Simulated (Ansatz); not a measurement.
# BN: the cost of one run

Program: Ansatz 0.2.0. Level of theory: DFT PBE, scalar-relativistic, plane waves, PAW. These are calculated values, not measurements.

**1. The starting structure**

It takes space group F-43m (No. 216, cubic). Conventional cell: a = 3.626 Å, b = 3.626 Å, c = 3.626 Å, α = 90.00°, β = 90.00°, γ = 90.00°. B (site symmetry -43m) is surrounded by 4 N at 1.57 Å. N (site symmetry -43m) is surrounded by 4 B at 1.57 Å.

As a file:

```
CELL_PARAMETERS angstrom
0.00000 -1.81300 -1.81300
0.00000 1.81300 -1.81300
3.62600 0.00000 0.00000
ATOMIC_POSITIONS crystal
B 0.50000 0.50000 0.50000
B 0.00000 0.00000 0.00000
N 0.00000 0.50000 0.25000
N 0.50000 0.00000 0.75000
```

It goes back to an entry of the Materials Project.

The cell is taken as given, not relaxed at this level.

**2. The reference cell**

The cell is repeated 2 times, 4 atoms in all. Reference values: F = -1084.5518 eV; pressure -0.40 GPa; largest force 0.000 eV/Å; gap on the mesh 4.46 eV. It was computed beforehand with the settings of the runs below.

**3. Next: a frozen normal mode**

Mode 12 of the phonon run on this cell, counted from the lowest, is frozen in: each atom moves by x times its row below, so x is the largest displacement.

```
atom      ux     uy     uz
  B1  -1.000  0.000  0.000
  B2   1.000  0.000  0.000
  N3   0.000  0.000  0.000
  N4   0.000  0.000  0.000
```

**4. At x = -0.120 Å**

input.yaml reads:

```yaml
crystal:
  lattice:
    - [0.0, -1.813001, -1.813001]
    - [0.0, 1.813001, -1.813001]
    - [3.626002, 0.0, 0.0]
  atoms:
    - { symbol: B, position: [0.5, 0.5, 0.5330943006] }
    - { symbol: B, position: [0.0, 0.0, -0.0330943006] }
    - { symbol: "N", position: [0.0, 0.5, 0.25] }
    - { symbol: "N", position: [0.5, 0.0, 0.75] }
basis:
  ecutwfc: 420
kpoints:
  mp_grid: { grid: [10, 10, 6] }
hamiltonian:
  xc: pbe
scf:
  occupations: { method: gaussian, width: 0.05 }
output:
  forces: true
  stress: true
  eigenvalues: true
```

On the command line:

```bash
ansatz run input.yaml --threads 2 --pin off --max-ram 5120MiB --backend cpu --events-out ev --progress --plain --runs-dir out
```

Q: Estimate wall time and peak memory on 2 threads of Arm Neoverse V2, shared host.

About 1.1 s, with a peak of 0.29 GiB.
